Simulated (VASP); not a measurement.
## Mg: equation of state with PBE

Mg:

```
CELL_PARAMETERS angstrom
-1.83599 1.83599 1.67940
1.83599 -1.83599 1.67940
1.83599 1.83599 -1.67940
ATOMIC_POSITIONS crystal
Mg 0.00000 0.00000 0.00000
```

This isn't the form of Mg at room conditions, which is hcp.

```
Program                : VASP 6.6.1
Task                   : equation of state
Functional             : PBE
Potentials or basis    : VASP PAW PBE potentials, release 64 (Mg)
Cutoff                 : 520 eV
k mesh                 : 11 × 11 × 11
Occupations            : fermi-dirac, width 0.05 eV
Spin                   : no spin polarisation
Further INCAR settings : ALGO = Normal; EDIFF = 1e-07; NBANDS = 7
```

```
Equilibrium volume                        : 22.92 Å³/atom
Bulk modulus at fixed shape and positions : 36 GPa
Pressure derivative of the bulk modulus   : 4.0
```

Energy against volume, from the lowest point:
```tsv
volume (Å³/atom)	energy (meV/atom)
21.286	14.60
21.738	7.30
22.191	2.59
22.644	0.24
23.097	0.00
23.550	1.69
24.003	5.12
```

All runs of the series together: 51 s on 1 thread of Intel(R) Xeon(R) Platinum 8488C (Sapphire Rapids), on a shared host.

Caveat: the cell was scaled at fixed shape and fractional positions, which overstates the stiffness of a crystal with free parameters, most of all of layers and chains.
